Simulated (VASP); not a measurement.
Here is a VASP 6.6.1 calculation.

File INCAR:

```
  ALGO = Fast
  DIPOL = 0.5 0.5 0.299
  EDIFF = 1E-7
  ENCUT = 520
  GGA = PS
  IDIPOL = 3
  ISIF = 2
  ISMEAR = 0
  LASPH = True
  LCHARG = False
  LDIPOL = True
  LREAL = False
  LWAVE = False
  NBANDS = 30
  NELM = 80
  PREC = Accurate
  SIGMA = 0.1
```

File KPOINTS:

```
k-points
0
Gamma
  5 5 1
```

Contents of POSCAR:

```
Al12H
1.0
    5.6788540124      0.0000000000      0.0000000000
    0.0000000000      5.6788540124      0.0000000000
    0.0000000000      0.0000000000     21.1413451746
Al H
12 1
Direct
    0.2500000000      0.2500000000      0.1892027195
    0.2500000000      0.7500000000      0.1892027195
    0.7500000000      0.2500000000      0.1892027195
    0.7500000000      0.7500000000      0.1892027195
    0.0000000000      0.0000000000      0.2870821533
    0.0000000000      0.5000000000      0.2870821533
    0.5000000000      0.0000000000      0.2870821533
    0.5000000000      0.5000000000      0.2870821533
    0.2500000000      0.2500000000      0.3850911618
    0.2500000000      0.7500000000      0.3850911618
    0.7500000000      0.2500000000      0.3850911618
    0.7500000000      0.7500000000      0.3850911618
    0.4166666667      0.4166666667      0.4409059640
```

Potentials or basis: VASP PAW PBE potentials, release 64 (Al, H).

Launch:

```console
$ cat potpaw_PBE.64/Al/POTCAR potpaw_PBE.64/H/POTCAR > POTCAR
$ mpirun -np 1 vasp_std > vasp.out
```

**Question.** Estimate the band gap on the k mesh.

**Answer.** None (metal or under the smearing width).

**Question.** Estimate the largest force.

**Answer.** 0.559 eV/Å.

Forces on the atoms (eV/Å):
```
Al   0.036  0.036 -0.016
Al  -0.044 -0.070  0.000
Al  -0.070 -0.044  0.000
Al   0.027  0.027 -0.069
Al  -0.095 -0.095 -0.034
Al   0.129  0.064  0.052
Al   0.064  0.129  0.052
Al  -0.009 -0.009  0.071
Al   0.010  0.010  0.175
Al  -0.037  0.075  0.088
Al   0.075 -0.037  0.088
Al   0.154  0.154  0.042
H   -0.239 -0.239 -0.445
```

Caveat: the PAW data sets were made with another functional, which shifts forces and pressure a little.
